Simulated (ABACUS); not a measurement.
HgTe (Coloradoite):

```xyz
2
Lattice="0.0000 3.2145 3.2145 3.2145 0.0000 3.2145 3.2145 3.2145 0.0000" Properties=species:S:1:pos:R:3 pbc="T T T"
Hg    0.0000    0.0000    0.0000
Te    4.8217    4.8217    4.8217
```

Base run:

```yaml
Program: ABACUS 3.10.1
Functional: LDA
Potentials_or_basis: SG15 ONCV 1.2 PBE
Cutoff: 1129 eV
Density_cutoff: 4517 eV
Basis: plane waves
k_mesh: 7 × 7 × 7
Occupations: fermi-dirac, width 0.05 eV
Spin: no spin polarisation
```

Its results: band gap on the k mesh none (metal or under the smearing width); pressure 0.0 GPa.

Problem. The run is repeated on the same cell with these changes: functional from LDA to PBEsol. What comes out?

Solution. Band gap on the k mesh none (metal or under the smearing width); pressure 1.7 GPa.

PBEsol binds less tightly than LDA, so the same cell stands under more pressure.

Caveats: the potentials were made for another functional, which shifts forces and pressure.
